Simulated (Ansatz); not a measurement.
# Ni: relaxation of cell and atoms with PBEsol

The system is Ni.

```
Ni
1.0
     0.00000    1.73757    1.73757
     1.73757    0.00000    1.73757
     1.73757    1.73757    0.00000
Ni
1
Cartesian
  0.0000 0.0000 0.0000
```

```yaml
Program: Ansatz 0.2.0
Task: relaxation of cell and atoms
Functional: PBEsol
Potentials_or_basis: all-electron LAPW, scalar-relativistic
Basis_error_allowed: 0.001 eV/atom
k_mesh: 13 × 13 × 13
Occupations: fermi-dirac, width 0.05 eV
Spin: collinear spin, ferromagnetic start
Starting_moments: "[1.0] μB"
Target_pressure: 5 GPa
```

The relaxed volume is 10.17 Å³/atom, the relaxed cell is a = 2.432 Å, b = 2.432 Å, c = 2.432 Å, α = 60.00°, β = 60.00°, γ = 60.00° and the space group after relaxing (to 0.05 Å) is Fm-3m (No. 225). The energy change on relaxing (the enthalpy is what falls) is +2.4 meV/atom. The ionic steps are 5, the pressure after relaxing is 5.0 GPa and the net moment is 0.63 μB per cell. The absolute moment is 0.70 μB per cell and the site moments are Ni +0.65 μB.

Step by step:
```csv
step,energy change (eV),largest force (eV/Å),volume (Å³)
1,0.0000,0.0000,10.49
2,-0.0006,0.0000,10.33
3,0.0027,0.0000,10.16
4,0.0024,0.0000,10.17
5,0.0024,0.0000,10.17
```

Final structure:
```xyz
1
Lattice="0.0000 1.7196 1.7196 1.7196 0.0000 1.7196 1.7196 1.7196 0.0000" Properties=species:S:1:pos:R:3 pbc="T T T"
Ni    0.0000    0.0000    0.0000
```

Wall time 20 s on 2 threads of Intel(R) Xeon(R) Platinum 8488C (Sapphire Rapids), with other jobs on the host, peak memory 0.41 GiB.
